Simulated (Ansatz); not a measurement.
## Structure types of Zn at a series of pressures

All-electron LAPW in Ansatz 0.2.0 under PBE, scalar-relativistic, energies extrapolated to zero smearing, no spin–orbit coupling; spin polarisation is left out. At each pressure a set of structure types was relaxed with symmetry kept. The table gives H = E + pV above the lowest type of that row in meV/atom (up to 5 of noise); a dash means not tried or turned into another type. Real phases may be missing from the set. k spacings are near 0.17 to 0.21 Å⁻¹, smearing 0.05 to 0.1 eV.

Among hcp, fcc, bcc, omega, sc, beta tin, which leads at -0.51, 6.7, 22, 54, 120, 280, 490 GPa?

hcp at -0.51 GPa; hcp at 6.7 GPa; hcp at 22 GPa; hcp at 54 GPa; hcp at 120 GPa; hcp at 280 GPa; hcp at 490 GPa.

| p (GPa) | V of the lowest (Å³/atom) | hcp | fcc | bcc | omega | sc | beta tin |
| --- | --- | --- | --- | --- | --- | --- | --- |
| -0.51 | 15.22 | 0 | 24 | 87 | 92 | – | 178 |
| 6.7 | 13.96 | 0 | 29 | 100 | 117 | 348 | 268 |
| 22 | 12.43 | 0 | 33 | 115 | 144 | 537 | – |
| 54 | 10.83 | 0 | 51 | 143 | 194 | 843 | 618 |
| 120 | 9.25 | 0 | 65 | 175 | 264 | 1283 | – |
| 280 | 7.58 | 0 | 74 | 210 | 365 | 2014 | – |
| 490 | 6.54 | 0 | 75 | 234 | 448 | – | – |
